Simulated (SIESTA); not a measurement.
HfN under changes of volume

One of the cells (11.712 Å³/atom); the others are scaled copies at fixed shape and fractional positions:

```xyz
2
Lattice="0.0000 2.2709 2.2709 2.2709 0.0000 2.2709 2.2709 2.2709 0.0000" Properties=species:S:1:pos:R:3 pbc="T T T"
Hf    0.0000    0.0000    0.0000
N     2.2709    2.2709    2.2709
```

```yaml
Program: SIESTA 5.4.2
Functional: PBE
Potentials_or_basis: PseudoDojo 0.4 standard (PBE files)
Basis: DZP (energy shift 0.003 Ry; two zetas on semicore shells)
Grid_cutoff: 800 Ry
Energy_shift: 0.003 Ry
k_mesh: 10 × 10 × 10
Occupations: fermi-dirac, width 0.05 eV
Spin: no spin polarisation
```

| volume (Å³/atom) | energy over the lowest point (meV/atom) | pressure (GPa) |
| --- | --- | --- |
| 10.793 | ? | ? |
| 11.023 | 61.02 | 24.2 |
| 11.252 | 31.71 | 16.9 |
| 11.712 | 2.17 | 4.2 |
| 11.941 | 0.00 | -1.0 |
| 12.171 | 4.88 | -5.8 |

Question: What does the run at 10.793 Å³/atom give?

Answer: Energy over the lowest point 101.22 meV/atom; pressure 32.4 GPa.

Worked out: A Birch-Murnaghan fit of order 3 (a polynomial in V^(-2/3)) to the other rows has its minimum at 11.89 Å³/atom with B0 = V·E''(V) = 263 GPa and B' = 5.1. It gives 101.93 meV/atom at 10.793 Å³/atom, against the run's 101.22, and -dE/dV = 32.8 GPa, against 32.4.

Energies are extrapolated to zero smearing.

Caveats: short orbitals over semicore shells can move pressures by several GPa; the basis of atomic orbitals isn't converged, which shifts pressures, moduli and gaps.
